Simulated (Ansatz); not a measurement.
# MoSe2 (P6_3/mmc): equation of state

An exercise on one series of results from a longer session: the logs are not shown, and one member is left open.

The COD entry's cell or inner coordinates are ideal or old and differ from later refinements, so a difference from it is no clean test against experiment.

Computed with Ansatz 0.2.0 (DFT PBE, scalar-relativistic, plane waves, PAW, unless a step's input says otherwise).

The runs add the D3(BJ) dispersion term to the functional named.

**The structure to begin with**

It takes space group P6_3/mmc (No. 194, hexagonal). Conventional cell: a = 3.277 Å, b = 3.277 Å, c = 12.734 Å, α = 90.00°, β = 90.00°, γ = 120.00°. Around Mo (site symmetry -6m2) lie 6 Se at 2.53 Å. Se (site symmetry 3m) is surrounded by 3 Mo at 2.53 Å.

Coordinates:

```
CELL_PARAMETERS angstrom
3.27690 0.00000 0.00000
-1.63845 2.83788 0.00000
0.00000 0.00000 12.73411
ATOMIC_POSITIONS crystal
Mo 0.33333 0.66667 0.25000
Mo 0.66667 0.33333 0.75000
Se 0.33333 0.66667 0.61854
Se 0.66667 0.33333 0.11854
Se 0.33333 0.66667 0.88146
Se 0.66667 0.33333 0.38146
```

This cell comes from an earlier session at PBE: 19.737 Å³/atom at 0.01 GPa, on a 10×10×4 mesh.

Volume factors to run: 0.980, 1.020, 0.960, 1.040.

Set-up of the first run:

input.yaml

```yaml
crystal:
  lattice:
    - [3.2549098918, 0.0, 0.0]
    - [-1.6274549459, 2.8188346534, 0.0]
    - [0.0, 0.0, 12.6486469169]
  atoms:
    - { symbol: Mo, position: [0.3333333333, 0.6666666667, 0.25] }
    - { symbol: Mo, position: [0.6666666667, 0.3333333333, 0.75] }
    - { symbol: Se, position: [0.3333333333, 0.6666666667, 0.6185407763] }
    - { symbol: Se, position: [0.6666666667, 0.3333333333, 0.1185407763] }
    - { symbol: Se, position: [0.3333333333, 0.6666666667, 0.8814592237] }
    - { symbol: Se, position: [0.6666666667, 0.3333333333, 0.3814592237] }
basis:
  ecutwfc: 420
  ecutrho_ratio: 4
kpoints:
  mp_grid: { grid: [10, 10, 4] }
hamiltonian:
  xc: pbe
  dispersion: d3bj
scf:
  occupations: { method: gaussian, width: 0.05 }
output:
  forces: true
  stress: true
  eigenvalues: true
relax:
  f_tol: 0.01
  max_steps: 40
  cell: { stress_tol: 0.1, fix: [volume] }
```

Started as:

```bash
> ansatz run input.yaml --threads 4 --pin off --max-ram 10240MiB --backend cpu --events-out ev --progress --plain --runs-dir out
```

Steps of the session up to this table: Scaling the volume by 0.980; At 1.020 of the relaxed volume; Volume × 0.960; Volume × 1.040.

One of the session's tables, all rows but one given; the rest of the session is left out.

| volume (Å³/atom) | energy (meV/atom) | pressure (GPa) | gap (eV) |
| --- | --- | --- | --- |
| 18.947 | 5.38 | 2.36 | 0.62 |
| 19.342 | 1.24 | 1.01 | 0.69 |
| 19.737 | 0.00 | 0.01 | 0.77 |
| 20.131 | ? | ? | ? |
| 20.526 | 3.98 | -1.46 | 0.91 |

Estimate the missing values for volume (Å³/atom) = 20.131.

Worked estimate for «energy (meV/atom)». A straight line through the neighbours (19.737, 0.00) and (20.526, 3.98) gives 0.00 + (3.98 − 0.00) × (20.131 − 19.737) / (20.526 − 19.737) = 1.99; a parabola fitted to 3 rows on both sides gives 0.91.

**Answer.** energy (meV/atom): 1.09; pressure (GPa): -0.84; gap (eV): 0.84. In «energy (meV/atom)» the line misses by +0.90 and the parabola by -0.18.

volume (Å³/atom), energy (meV/atom) and a bar:
```
    18.95        5.4 ##############################
    19.34        1.2 #######
    19.74        0.0 
    20.13        1.1 ######
    20.53        4.0 ######################
```
